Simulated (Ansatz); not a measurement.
# HfC (CsCl type): equation of state

How stiff is HfC (CsCl type)? Energies and pressures are computed at volumes on both sides of the relaxed cell and fitted. The cell was built by placing the elements on the sites of a structure type; the runs don't test whether it is the stable form.

Method: DFT PBE, scalar-relativistic, plane waves, PAW, in Ansatz 0.2.0.

## Step 1: The system as given

The structure is cubic, space group Pm-3m (No. 221). The conventional cell has a = 2.901 Å, b = 2.901 Å, c = 2.901 Å, α = 90.00°, β = 90.00°, γ = 90.00°. Hf (site symmetry m-3m) has 8 C at 2.51 Å as nearest neighbours. Around C (site symmetry m-3m) lie 8 Hf at 2.51 Å.

Structure file:

```cif
data_structure
_symmetry_space_group_name_H-M 'P 1'
_symmetry_Int_Tables_number 1
_cell_length_a 2.9009
_cell_length_b 2.9009
_cell_length_c 2.9009
_cell_angle_alpha 90.000
_cell_angle_beta 90.000
_cell_angle_gamma 90.000
_cell_volume 24.41
loop_
_atom_site_label
_atom_site_type_symbol
_atom_site_fract_x
_atom_site_fract_y
_atom_site_fract_z
_atom_site_occupancy
Hf1 Hf 0.00000 0.00000 0.00000 1
C1 C 0.50000 0.50000 0.50000 1
```

This cell comes from an earlier session at PBE: 12.206 Å³/atom at 0.01 GPa, on a 12×12×12 mesh.

Volume factors to run: 0.980, 1.020, 0.960, 1.040, 1.070, 1.100, 0.945.

## Step 2: Volume × 0.980

Contents of input.yaml:

```yaml
crystal:
  lattice:
    - [2.8814192901, 0.0, 0.0]
    - [0.0, 2.8814192901, 0.0]
    - [0.0, 0.0, 2.8814192901]
  atoms:
    - { symbol: Hf, position: [0.0, 0.0, 0.0] }
    - { symbol: C, position: [0.5, 0.5, 0.5] }
basis:
  ecutwfc: 420
  ecutrho_ratio: 4
kpoints:
  mp_grid: { grid: [12, 12, 12] }
hamiltonian:
  xc: pbe
scf:
  occupations: { method: gaussian, width: 0.05 }
output:
  forces: true
  stress: true
  eigenvalues: true
```

On the command line:

```
ansatz run input.yaml --threads 2 --pin off --max-ram 2662MiB --backend cpu --events-out ev --progress --plain --runs-dir out
```

Log, cut to the lines that bear on the results:

```text
Warning: RAYON_NUM_THREADS=2 ignored (pool sized by the plan → 2); use --threads N
[...]
Pseudopotentials: kind: paw
Pseudopotential: Hf, paw, valence charge 26, recommended cutoff 420 eV (normal), Hf.paw.azcp
Pseudopotential: C, paw, valence charge 4, recommended cutoff 420 eV (normal), C.paw.azcp
Functional definition: PBE
[...]
Crystal: 2 atoms, lattice volume = 23.923 Å³
Basis set: ecut = 420 eV, 461 PW (Γ), exchange–correlation on 40×40×40 points (8 copies of the dense FFT grid, shifted against one another)
Bands: 19, of which v1, the nominal top of the filled ones, is band 15 counted from 1 (14 counted from 0)
Symmetry: 48 space group operations
Space group: Pm-3m (ITA 221), of the structure as read, at distance tolerance 2.9e-5 Å
k-points: 84 of 1728
[...]
SCF iter   1: F=—  HF=-15971.414422 eV  |F-HF|=—  |Δ(HF+E_count)|=         —  Δρ=3.38e-3  dr2=1.18e-3  ethr=1.77e-3  ⟨swp⟩=5.2  Hψ=6596  notcnv=0
[...]
SCF iter   6: F=-15971.415088 eV  HF=-15971.415088 eV  |F-HF|=1.79e-8  |Δ(HF+E_count)|=   1.19e-7  Δρ=5.64e-6  dr2=8.40e-9  ethr=3.33e-10  ⟨swp⟩=3.7  Hψ=7396  notcnv=0
[...]
SCF converged after 6 iterations
Free energy (F): -15971.415088 eV
[...]
E sigma→0 (E₀):  -15971.413113 eV
Entropy (-TS):   -0.003950 eV (-1.975 meV/atom)
Fermi energy:    21.624992 eV
[...]
--- Forces (eV/Å), atoms counted from 1 ---
  atom   1  Hf    -0.00000000     0.00000000     0.00000000
  atom   2  C     -0.00000000    -0.00000000    -0.00000000
[...]
--- Stress (GPa, compression-positive) ---
        4.255175       0.000000       0.000000
       -0.000000       4.255175       0.000000
        0.000000       0.000000       4.255175
  P = ⅓ Tr σ = 4.2552 GPa (42.552 kbar)
--- Band table (eV; the first three rows and the last of 84) ---
  k-point 0: bands = ["-40.0327", "-8.2921", "-8.2921", "-8.2921", "8.7646", "10.0989", "10.0989", "10.0989", "10.1230", "10.1230", "10.1230", "10.1580", "19.6543", "19.6543", "22.7687", "22.7687", "22.7687", "27.8672", "27.8672"]
[...]
```

Wall time 1.2 s (2 threads of Arm Neoverse V1, shared host); peak memory 0.31 GiB.

This gives: volume 11.962 Å³/atom, pressure 4.26 GPa, no gap.

## Step 3: Scaling the volume by 1.020

input.yaml, as its differences from that of step 2:

```diff
@@ -2,5 +2,5 @@
   lattice:
-    - [2.8814192901, 0.0, 0.0]
-    - [0.0, 2.8814192901, 0.0]
-    - [0.0, 0.0, 2.8814192901]
+    - [2.9201006748, 0.0, 0.0]
+    - [0.0, 2.9201006748, 0.0]
+    - [0.0, 0.0, 2.9201006748]
   atoms:
```

On the command line:

```
ansatz run input.yaml --threads 2 --pin off --max-ram 2662MiB --backend cpu --events-out ev --progress --plain --runs-dir out
```

Log, cut to the lines that bear on the results:

```text
Warning: RAYON_NUM_THREADS=2 ignored (pool sized by the plan → 2); use --threads N
[...]
[... 4 set-up lines as earlier in the session ...]
[...]
Crystal: 2 atoms, lattice volume = 24.900 Å³
Basis set: ecut = 420 eV, 461 PW (Γ), exchange–correlation on 40×40×40 points (8 copies of the dense FFT grid, shifted against one another)
Bands: 19, of which v1, the nominal top of the filled ones, is band 15 counted from 1 (14 counted from 0)
[... 2 set-up lines as earlier in the session ...]
k-points: 84 of 1728
[...]
SCF iter   1: F=—  HF=-15971.415034 eV  |F-HF|=—  |Δ(HF+E_count)|=         —  Δρ=3.82e-3  dr2=2.66e-3  ethr=1.77e-3  ⟨swp⟩=5.3  Hψ=6688  notcnv=0
[...]
SCF iter   7: F=-15971.415523 eV  HF=-15971.415523 eV  |F-HF|=1.08e-9  |Δ(HF+E_count)|=   2.55e-8  Δρ=1.06e-6  dr2=1.80e-10  ethr=3.96e-11  ⟨swp⟩=4.7  Hψ=5753  notcnv=0
[...]
SCF converged after 7 iterations
Free energy (F): -15971.415523 eV
[...]
E sigma→0 (E₀):  -15971.413466 eV
Entropy (-TS):   -0.004114 eV (-2.057 meV/atom)
Fermi energy:    20.712449 eV
[...]
--- Forces (eV/Å), atoms counted from 1 ---
  atom   1  Hf    -0.00000000    -0.00000000    -0.00000000
  atom   2  C      0.00000000     0.00000000    -0.00000000
[...]
--- Stress (GPa, compression-positive) ---
       -3.840320      -0.000000       0.000000
       -0.000000      -3.840320       0.000000
        0.000000       0.000000      -3.840320
  P = ⅓ Tr σ = -3.8403 GPa (-38.403 kbar)
--- Band table (eV; the first three rows and the last of 84) ---
  k-point 0: bands = ["-41.0588", "-9.3491", "-9.3491", "-9.3491", "8.0811", "9.0530", "9.0530", "9.0530", "9.0750", "9.0750", "9.0750", "9.1056", "18.8581", "18.8581", "21.8011", "21.8011", "21.8011", "26.6872", "26.6872"]
[...]
```

Wall time 1.4 s (2 threads of Arm Neoverse V1, shared host); peak memory 0.32 GiB.

In short: volume 12.450 Å³/atom, pressure -3.84 GPa, metallic.

## Step 4: At 0.960 of the relaxed volume

input.yaml, as its differences from that of step 3:

```diff
@@ -2,5 +2,5 @@
   lattice:
-    - [2.9201006748, 0.0, 0.0]
-    - [0.0, 2.9201006748, 0.0]
-    - [0.0, 0.0, 2.9201006748]
+    - [2.8616829222, 0.0, 0.0]
+    - [0.0, 2.8616829222, 0.0]
+    - [0.0, 0.0, 2.8616829222]
   atoms:
```

On the command line:

```
ansatz run input.yaml --threads 2 --pin off --max-ram 2662MiB --backend cpu --events-out ev --progress --plain --runs-dir out
```

Log, cut to the lines that bear on the results:

```text
Warning: RAYON_NUM_THREADS=2 ignored (pool sized by the plan → 2); use --threads N
[...]
[... 4 set-up lines as earlier in the session ...]
[...]
Crystal: 2 atoms, lattice volume = 23.435 Å³
Basis set: ecut = 420 eV, 461 PW (Γ), exchange–correlation on 40×40×40 points (8 copies of the dense FFT grid, shifted against one another)
Bands: 19, of which v1, the nominal top of the filled ones, is band 15 counted from 1 (14 counted from 0)
[... 2 set-up lines as earlier in the session ...]
k-points: 84 of 1728
[...]
SCF iter   1: F=—  HF=-15971.394553 eV  |F-HF|=—  |Δ(HF+E_count)|=         —  Δρ=3.94e-3  dr2=2.58e-3  ethr=1.77e-3  ⟨swp⟩=5.1  Hψ=6501  notcnv=0
[...]
SCF iter   6: F=-15971.395057 eV  HF=-15971.395057 eV  |F-HF|=2.25e-8  |Δ(HF+E_count)|=   1.06e-7  Δρ=4.18e-6  dr2=3.21e-9  ethr=3.33e-10  ⟨swp⟩=3.4  Hψ=7328  notcnv=0
[...]
SCF converged after 6 iterations
Free energy (F): -15971.395057 eV
[...]
E sigma→0 (E₀):  -15971.393261 eV
Entropy (-TS):   -0.003593 eV (-1.796 meV/atom)
Fermi energy:    22.106998 eV
[...]
--- Forces (eV/Å), atoms counted from 1 ---
  atom   1  Hf    -0.00000000    -0.00000000     0.00000000
  atom   2  C      0.00000000     0.00000000     0.00000000
[...]
--- Stress (GPa, compression-positive) ---
        8.969483      -0.000000       0.000000
       -0.000000       8.969483       0.000000
        0.000000       0.000000       8.969483
  P = ⅓ Tr σ = 8.9695 GPa (89.695 kbar)
--- Band table (eV; the first three rows and the last of 84) ---
  k-point 0: bands = ["-39.4939", "-7.7354", "-7.7354", "-7.7354", "9.1287", "10.6492", "10.6492", "10.6492", "10.6745", "10.6745", "10.6745", "10.7119", "20.0741", "20.0741", "23.2816", "23.2816", "23.2816", "28.4904", "28.4904"]
[...]
```

It took 1.2 s on 2 threads of Arm Neoverse V1, shared host; peak memory 0.32 GiB.

Read off: volume 11.717 Å³/atom, pressure 8.97 GPa, metallic.

## Step 5: Scaling the volume by 1.040

input.yaml, as its differences from that of step 4:

```diff
@@ -2,5 +2,5 @@
   lattice:
-    - [2.8616829222, 0.0, 0.0]
-    - [0.0, 2.8616829222, 0.0]
-    - [0.0, 0.0, 2.8616829222]
+    - [2.9390628989, 0.0, 0.0]
+    - [0.0, 2.9390628989, 0.0]
+    - [0.0, 0.0, 2.9390628989]
   atoms:
@@ -21 +21,5 @@
   eigenvalues: true
+  write_density: true
+  write_potential: true
+  elf: true
+  volumetric_format: npy
```

On the command line:

```
ansatz run input.yaml --threads 2 --pin off --max-ram 2662MiB --backend cpu --events-out ev --progress --plain --runs-dir out
```

Log, cut to the lines that bear on the results:

```text
Warning: RAYON_NUM_THREADS=2 ignored (pool sized by the plan → 2); use --threads N
[...]
[... 4 set-up lines as earlier in the session ...]
[...]
Crystal: 2 atoms, lattice volume = 25.388 Å³
Basis set: ecut = 420 eV, 485 PW (Γ), exchange–correlation on 40×40×40 points (8 copies of the dense FFT grid, shifted against one another)
Bands: 19, of which v1, the nominal top of the filled ones, is band 15 counted from 1 (14 counted from 0)
[... 2 set-up lines as earlier in the session ...]
k-points: 84 of 1728
[...]
SCF iter   1: F=—  HF=-15971.398281 eV  |F-HF|=—  |Δ(HF+E_count)|=         —  Δρ=4.54e-3  dr2=5.32e-3  ethr=1.77e-3  ⟨swp⟩=5.3  Hψ=6679  notcnv=0
[...]
SCF iter   7: F=-15971.398434 eV  HF=-15971.398434 eV  |F-HF|=3.27e-11  |Δ(HF+E_count)|=   3.02e-8  Δρ=8.59e-7  dr2=1.20e-10  ethr=3.33e-10  ⟨swp⟩=8.1  Hψ=10151  notcnv=0
[...]
SCF converged after 7 iterations
Free energy (F): -15971.398434 eV
[...]
E sigma→0 (E₀):  -15971.396408 eV
Entropy (-TS):   -0.004051 eV (-2.025 meV/atom)
Fermi energy:    20.281087 eV
[...]
--- Forces (eV/Å), atoms counted from 1 ---
  atom   1  Hf    -0.00000000     0.00000000    -0.00000000
  atom   2  C      0.00000000    -0.00000000     0.00000000
[...]
--- Stress (GPa, compression-positive) ---
       -7.328926       0.000000       0.000000
        0.000000      -7.328926       0.000000
        0.000000       0.000000      -7.328926
  P = ⅓ Tr σ = -7.3289 GPa (-73.289 kbar)
--- Band table (eV; the first three rows and the last of 84) ---
  k-point 0: bands = ["-41.5467", "-9.8503", "-9.8503", "-9.8503", "7.7593", "8.5565", "8.5565", "8.5565", "8.5775", "8.5775", "8.5775", "8.6061", "18.4805", "18.4805", "21.3429", "21.3429", "21.3429", "26.1286", "26.1286"]
[...]
```

Run time: 1.7 s. Hardware: 2 threads of Arm Neoverse V1, shared host; peak memory 0.32 GiB.

This gives: volume 12.694 Å³/atom, pressure -7.33 GPa, metallic.

Density in a lattice plane of the grid's cell (edges 2.94 and 2.94 Å, at 0.000 of the third edge), which holds Hf.

Ten even steps from '0' (0.19 e/Å³) to '9' (35.47 e/Å³):
```
886431000000000000013468
665321000000000000012356
433210000000000000001233
221100000000000000000112
100000000000000000000000
000000000000000000000000
000000000000000000000000
000000000000000000000000
000000000000000000000000
000000000000000000000000
000000000000000000000000
000000000000000000000000
000000000000000000000000
000000000000000000000000
100000000000000000000000
221100000000000000000112
433210000000000000001233
665321000000000000012356
886431000000000000013468
997532100000000000123579
```
Columns run along the first of these edges and rows up along the second, over one cell in 24 and 20 even steps from the bottom left corner. Atoms in the plane (fractional): Hf at (0.00, 0.00).

ELF in the same plane.

Ten even steps from '0' (0.11) to '9' (0.84):
```
999999742100000124799999
999998641000000014689999
999987420000000002478999
999865210000000001256899
776542100001110000124567
443310000001110000001334
211000000011111000000011
000000000111111100000000
000000011111111111000000
000000111111111111100000
000000011111111111000000
000000000111111100000000
211000000011111000000011
443310000001110000001334
776542100001110000124567
999865210000000001256899
999987420000000002478999
999998641000000014689999
999999742100000124799999
899999752100000125799999
```
Columns run along the first of these edges and rows up along the second, over one cell in 24 and 20 even steps from the bottom left corner. Atoms in the plane (fractional): Hf at (0.00, 0.00).

Both are smooth fields of the valence electrons: close to the nuclei they are not physical.

The highest ELF values outside the cores: 0.81 in the shell around C, 0.8 Å from C.

ELF in the plane through atom 1 (Hf) and two of its nearest C neighbours, 7.2 Å on a side, that atom in the middle and its first bond to the right.

Values, 10 rows by 13 columns:
```
0.17 0.14 0.16 0.15 0.25 0.38 0.22 0.38 0.25 0.15 0.16 0.14 0.17
0.79 0.25 0.54 0.84 0.74 0.13 0.70 0.66 0.70 0.63 0.19 0.80 0.83
0.78 0.25 0.53 0.84 0.76 0.15 0.72 0.65 0.71 0.61 0.18 0.81 0.83
0.27 0.31 0.34 0.16 0.15 0.16 0.15 0.30 0.36 0.24 0.39 0.23 0.14
0.49 0.74 0.60 0.76 0.17 0.67 0.84 0.65 0.17 0.75 0.56 0.76 0.51
0.51 0.76 0.56 0.75 0.17 0.65 0.84 0.67 0.17 0.76 0.60 0.74 0.49
0.14 0.23 0.39 0.24 0.36 0.30 0.15 0.16 0.15 0.16 0.34 0.31 0.27
0.83 0.81 0.18 0.61 0.71 0.65 0.72 0.15 0.76 0.84 0.53 0.25 0.78
0.83 0.80 0.19 0.63 0.70 0.66 0.70 0.13 0.74 0.84 0.54 0.25 0.79
0.17 0.14 0.16 0.15 0.25 0.38 0.22 0.38 0.25 0.15 0.16 0.14 0.17
```
Atoms in the plane (Å from the middle): C (0.8, 2.4), C (2.5, 0.0), Hf (3.4, 2.4), C (-2.5, 0.0), C (-0.8, -2.4), Hf (-1.7, 2.4), Hf (0.0, 0.0), Hf (1.7, -2.4), Hf (-3.4, -2.4).

(Part 1 of 2 ends here.)
